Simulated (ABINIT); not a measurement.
Hf:

```
Hf
1.0
     3.19670    0.00000    0.00000
    -1.59835    2.76842    0.00000
     0.00000    0.00000    5.05780
Hf
2
Direct
  0.66667 0.33333 0.75000
  0.33333 0.66667 0.25000
```

Base run:

- Program: ABINIT 10.8.3 (patched build)
- Functional: r2SCAN
- Potentials or basis: JTH PAW PBE v2.0
- Cutoff: 626 eV
- k mesh: 8 × 8 × 4
- Occupations: fermi-dirac, width 0.05 eV
- Spin: no spin polarisation

Its results: band gap on the k mesh none (metal or under the smearing width); pressure -0.5 GPa.

**Question.** The run is repeated on the same cell with these changes: k mesh from 8 × 8 × 4 to 6 × 6 × 3. What comes out?

**Answer.** Band gap on the k mesh none (metal or under the smearing width); pressure 0.3 GPa.

Caveats: some runs use coarse meshes; the PAW data sets were made with another functional, which shifts forces and pressure a little.
